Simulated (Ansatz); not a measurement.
The system is Cs.

```xyz
1
Lattice="-3.1285 3.1285 3.1285 3.1285 -3.1285 3.1285 3.1285 3.1285 -3.1285" Properties=species:S:1:pos:R:3 pbc="T T T"
Cs    0.0000    0.0000    0.0000
```

Base run:

* Program: Ansatz 0.2.0
* Functional: LDA
* Potentials or basis: Ansatz PAW
* Cutoff: 420 eV (not typed: the program's choice for these potentials)
* k mesh: 4 × 4 × 4
* Occupations: fermi-dirac, width 0.05 eV
* Spin: no spin polarisation

Its results: band gap on the k mesh none (metal or under the smearing width); pressure -0.4 GPa.

**Question.** The run is repeated on the same cell with these changes: functional from LDA to RPBE. What comes out?

**Answer.** Band gap on the k mesh none (metal or under the smearing width); pressure 0.2 GPa.

RPBE binds less tightly than LDA, so the same cell stands under more pressure.

Caveats: the PAW data sets come from PBE, with cores solved anew for the run's functional, which leaves a small shift of forces and pressure; the density of states is complete only up to the lowest level of the last band computed.
